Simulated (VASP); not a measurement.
# Au (Fm-3m) in VASP: a series of runs, part 2 of 2

VASP 6.6.1.

## 3. Relaxation of cell and atoms, r2SCAN

This run uses another cell than the first one, of 17.58 Å³/atom, 1.043 times its volume.

File INCAR:

```
SYSTEM = Au
PREC = Accurate
ENCUT = 600
EDIFF = 1E-7
ISMEAR = 1
SIGMA = 0.1
LREAL = .FALSE.
LASPH = .TRUE.
NELM = 80
ALGO = Normal
ISIF = 3
LWAVE = .FALSE.
LCHARG = .FALSE.
METAGGA = R2SCAN
LMIXTAU = .TRUE.
IBRION = 2
NSW = 90
EDIFFG = -0.005
```

File KPOINTS:

```
regular mesh
0
G
  16 16 16
  0 0 0
```

File POSCAR:

```
Au                                      
1.0
   -0.0000000000      2.0639617726      2.0639617726
    2.0639617726     -0.0000000000      2.0639617726
    2.0639617726      2.0639617726     -0.0000000000
  Au            
     1
Direct
     0.0000000000000000    0.0000000000000000    0.0000000000000000
```

Potentials or basis: VASP PAW PBE potentials, release 64 (Au).

The run is started by

```bash
cat potpaw_PBE.64/Au/POTCAR > POTCAR
mpirun -np 1 vasp_std > vasp.out
```

OUTCAR:

```text
SYSTEM = Au
   PREC = Accurate
   ENCUT = 600
   EDIFF = 1E-7
   ISMEAR = 1
   LREAL = .FALSE.
   LASPH = .TRUE.
   NELM = 80
   ISIF = 3
   METAGGA = R2SCAN
   IBRION = 2
   NSW = 90
   EDIFFG = -0.005

 ion  position               nearest neighbor table
   1  0.000  0.000  0.000-

  LATTYP: Found a face centered cubic cell.
 ALAT       =     4.1279235452

  Lattice vectors:

 A1 = (   0.0000000000,   2.0639617726,   2.0639617726)
 A2 = (   2.0639617726,   0.0000000000,   2.0639617726)
 A3 = (   2.0639617726,   2.0639617726,   0.0000000000)

Analysis of symmetry for initial positions (statically):
=====================================================================
 Subroutine PRICEL returns:
 Original cell was already a primitive cell.

 Routine SETGRP: Setting up the symmetry group for a
 face centered cubic supercell.

 Subroutine GETGRP returns: Found 48 space group operations
 (whereof 48 operations were pure point group operations)
 out of a pool of 48 trial point group operations.

The static configuration has the point symmetry O_h .

Analysis of symmetry for dynamics (positions and initial velocities):
[... 169 lines left out ...]
  external PRESSURE =      -0.8114540 kB  Pullay stress =       0.0000000 kB
[... 57 lines left out ...]
--------------------------------------- Ionic step        3  -------------------------------------------

 number of electron      11.0000001 magnetization

 Free energy of the ion-electron system (eV)
  ---------------------------------------------------
  ext. energy  EPLUGINS =         0.00000000
  ---------------------------------------------------
  free energy    TOTEN  =       -50.59462732 eV

  energy without entropy =      -50.59465172  energy(sigma->0) =      -50.59463545

 E-fermi :   8.7758     XC(G=0): -13.4113

 val. band max:        8.7653506479   @ k =   0.5000   0.3125   0.1250
 cond. band min:       8.8526841660   @ k =   0.5000   0.1875   0.0625
 fundamental gap:      0.0873335181
 Fermi energy:         8.7758079450

 k-point     1 :       0.0000    0.0000    0.0000
  band No.  band energies     occupation
      1      -0.9351      2.00000
      2       4.0408      2.00000
      3       4.0408      2.00000
      4       4.0408      2.00000
      5       5.4920      2.00000
      6       5.4920      2.00000
      7      24.1811      0.00000
      8      28.0841      0.00000
      9      28.0841      0.00000
[... 265 lines left out ...]
 k-point    24 :      -0.0625    0.0625    0.0000
  band No.  band energies     occupation
      1      -0.5721      2.00000
      2       3.9165      2.00000
      3       4.1509      2.00000
      4       4.1861      2.00000
      5       5.3734      2.00000
      6       5.5184      2.00000
      7      24.5437      0.00000
      8      26.3190      0.00000
      9      27.7898      0.00000

 [... further k-points ...]

------------------------ aborting loop because EDIFF is reached ----------------------------------------

  FORCE on cell =-STRESS in cart. coord.  units (eV):
  Direction    XX          YY          ZZ          XY          YZ          ZX
  --------------------------------------------------------------------------------------
  -------------------------------------------------------------------------------------
  Total        0.0018506      0.0018506      0.0018506      0.0000000      0.0000000      0.0000000
  in kB        0.1687119      0.1687119      0.1687119      0.0000000      0.0000000      0.0000000
  external PRESSURE =       0.1687119 kB  Pullay stress =       0.0000000 kB
[... 16 lines left out ...]
  FREE ENERGIE OF THE ION-ELECTRON SYSTEM (eV)
  ---------------------------------------------------
  free  energy   TOTEN  =       -50.5946273210 eV

  energy  without entropy=      -50.5946517169  energy(sigma->0) =      -50.59463545

 reached required accuracy - stopping structural energy minimisation
```

OSZICAR:

```text
N       E                     dE             d eps       ncg     rms          rms(c)
DAV:   1     0.318637470736E+01    0.31864E+01   -0.65031E+03  2666   0.127E+03
DAV:   2    -0.540499464420E+02   -0.57236E+02   -0.54159E+02  2703   0.226E+02
DAV:   3    -0.545890287906E+02   -0.53908E+00   -0.53843E+00  3198   0.234E+01
DAV:   4    -0.545908579529E+02   -0.18292E-02   -0.18291E-02  2963   0.138E+00
[... 28 lines left out ...]
DAV:   4    -0.505946246068E+02    0.26508E-05   -0.14017E-05  2654   0.278E-02    0.511E-03
DAV:   5    -0.505946274109E+02   -0.28041E-05   -0.44601E-06  2640   0.182E-02    0.367E-04
DAV:   6    -0.505946271734E+02    0.23754E-06   -0.96575E-08  2500   0.392E-03    0.243E-04
DAV:   7    -0.505946273173E+02   -0.14395E-06   -0.74638E-09  1336   0.121E-03    0.112E-04
DAV:   8    -0.505946273210E+02   -0.36991E-08   -0.55776E-10  1325   0.277E-04
   3 F= -.50594627E+02 E0= -.50594635E+02  d E =-.278382E-05
```

Wall time 2.2 min (1 thread of Intel Xeon Platinum 8375C at 2.90GHz (Ice Lake), shared host); peak memory 0.17 GiB.

What came out:

```yaml
Free_energy: -50.5946 eV
Relaxed_volume: 17.57 Å³/atom
Relaxed_cell: a = 2.918 Å, b = 2.918 Å, c = 2.918 Å, α = 60.00°, β = 60.00°, γ = 60.00°
Space_group_after_relaxing_to_0.05_Å: Fm-3m (No. 225)
Energy_gained_by_relaxing: 0.0 meV/atom
Ionic_steps: 3
Pressure_after_relaxing: 0.0 GPa
Band_gap_on_the_k_mesh: none (metal or under the smearing width)
```

Final structure:
```
CELL_PARAMETERS angstrom
0.00000 2.06355 2.06355
2.06355 0.00000 2.06355
2.06355 2.06355 0.00000
ATOMIC_POSITIONS crystal
Au 0.00000 0.00000 0.00000
```

Levels at points of the mesh, in eV from the Fermi level:
```
           k point  band 4  band 5  band 6  band 7  band 8  band 9
(0.00, 0.00, 0.00)   -4.74   -3.28   -3.28   15.41   19.31   19.31
(0.50, 0.00, 0.00)   -2.10   -2.10   -0.61    3.05   14.88   17.72
(0.50, 0.50, 0.00)   -1.78   -1.78    1.32    5.80   10.48   10.48
```

Caveat: the PAW data sets were made with another functional, which shifts forces and pressure a little. The run has no spin-orbit coupling, so splittings on Au are missing.

## 4. Relaxation of cell and atoms, LDA

File INCAR:

```
SYSTEM = Au
PREC     = Accurate       ! precision mode
ENCUT    = 600            ! plane-wave cutoff, eV
EDIFF    = 1E-6           ! SCF threshold, eV
ISMEAR   = 1              ! smearing method
SIGMA    = 0.1            ! smearing width, eV
LREAL    = .FALSE.        ! projectors in reciprocal space
LASPH    = .TRUE.         ! aspherical terms in the spheres
NELM     = 80             ! most SCF steps
ALGO     = Normal         ! electronic algorithm
ISIF     = 3              ! what is computed and relaxed
LWAVE    = .FALSE.        ! write WAVECAR
LCHARG   = .FALSE.        ! write CHGCAR
IBRION   = 2              ! ionic algorithm
NSW      = 90             ! ionic steps
EDIFFG   = -0.01          ! ionic threshold
```

KPOINTS is that of step 3.

File POSCAR:

```
Au
1.0
    0.0000000000      2.0350000000      2.0350000000
    2.0350000000      0.0000000000      2.0350000000
    2.0350000000      2.0350000000      0.0000000000
Au
1
Direct
    0.0000000000      0.0000000000      0.0000000000
```

Potentials or basis: VASP PAW LDA potentials, release 64 (Au).

The run is started by

```bash
cat potpaw_LDA.64/Au/POTCAR > POTCAR
mpirun -np 1 vasp_std > vasp.out
```

It took 14 s on 1 thread of Intel Xeon 6975P-C (Granite Rapids), shared host; peak memory 0.15 GiB.

Results (log left out):

| Property | Result |
| --- | --- |
| Free energy | -4.4448 eV |
| Relaxed volume | 16.64 Å³/atom |
| Relaxed cell | a = 2.865 Å, b = 2.865 Å, c = 2.865 Å, α = 60.00°, β = 60.00°, γ = 60.00° |
| Space group after relaxing (to 0.05 Å) | Fm-3m (No. 225) |
| Energy gained by relaxing | 1.7 meV/atom |
| Ionic steps | 3 |
| Pressure after relaxing | 0.0 GPa |
| Band gap on the k mesh | none (metal or under the smearing width) |

The path:
```csv
step,energy change (eV),largest force (eV/Å),pressure (GPa),volume (Å³)
1,0.0000,0.0000,-2.45,16.85
2,0.0045,0.0000,5.11,16.23
3,-0.0017,0.0000,-0.02,16.64
```

Final structure:
```yaml
crystal:
  lattice:
    - [0.00000, 2.02621, 2.02621]
    - [2.02621, 0.00000, 2.02621]
    - [2.02621, 2.02621, 0.00000]
  atoms:
    - { symbol: Au, position: [0.00000, 0.00000, 0.00000] }
```

Levels at points of the mesh, in eV from the Fermi level:
```csv
k point,band 4,band 5,band 6,band 7,band 8,band 9
"(0.00, 0.00, 0.00)",-4.82,-3.21,-3.21,14.47,18.57,18.57
"(0.50, 0.00, 0.00)",-1.95,-1.95,-1.09,3.21,13.94,17.22
"(0.50, 0.50, 0.00)",-1.62,-1.62,0.92,5.97,10.01,10.01
```

## 5. Relaxation of cell and atoms, LDA

This run uses another cell than the first one, of 16.64 Å³/atom, 0.987 times its volume.

Changes to INCAR since step 4:

```diff
@@ -3,3 +3,3 @@
 ENCUT    = 600            ! plane-wave cutoff, eV
-EDIFF    = 1E-6           ! SCF threshold, eV
+EDIFF    = 1E-7           ! SCF threshold, eV
 ISMEAR   = 1              ! smearing method
@@ -15,2 +15,2 @@
 NSW      = 90             ! ionic steps
-EDIFFG   = -0.01          ! ionic threshold
+EDIFFG   = -0.005         ! ionic threshold
```

KPOINTS is that of step 4.

File POSCAR:

```
Au                                      
1.0
    0.0000000000      2.0262129848      2.0262129848
    2.0262129848      0.0000000000      2.0262129848
    2.0262129848      2.0262129848      0.0000000000
  Au            
     1
Direct
     0.0000000000000000    0.0000000000000000    0.0000000000000000
```

The run is started by

```bash
cat potpaw_LDA.64/Au/POTCAR > POTCAR
mpirun -np 1 vasp_std > vasp.out
```

Wall time 6.7 s (1 thread of Intel Xeon 6975P-C (Granite Rapids), shared host); peak memory 0.15 GiB.

The run converged. Its results:

```yaml
Free_energy: -4.4448 eV
Pressure_after_relaxing: 0.0 GPa
Band_gap_on_the_k_mesh: none (metal or under the smearing width)
```

Final structure:
```yaml
crystal:
  lattice:
    - [0.00000, 2.02621, 2.02621]
    - [2.02621, 0.00000, 2.02621]
    - [2.02621, 2.02621, 0.00000]
  atoms:
    - { symbol: Au, position: [0.00000, 0.00000, 0.00000] }
```

Levels at points of the mesh, in eV from the Fermi level:
```
           k point  band 3  band 4  band 5  band 6  band 7  band 8  band 9
(0.00, 0.00, 0.00)   -4.82   -4.82   -3.21   -3.21   14.47   18.57   18.57
(0.50, 0.00, 0.00)   -4.85   -1.95   -1.95   -1.09    3.21   13.94   17.22
(0.50, 0.50, 0.00)   -1.99   -1.62   -1.62    0.92    5.97   10.01   10.01
```

Caveat: the relaxation stopped at its first step, so nothing moved. The run has no spin-orbit coupling, so splittings on Au are missing.
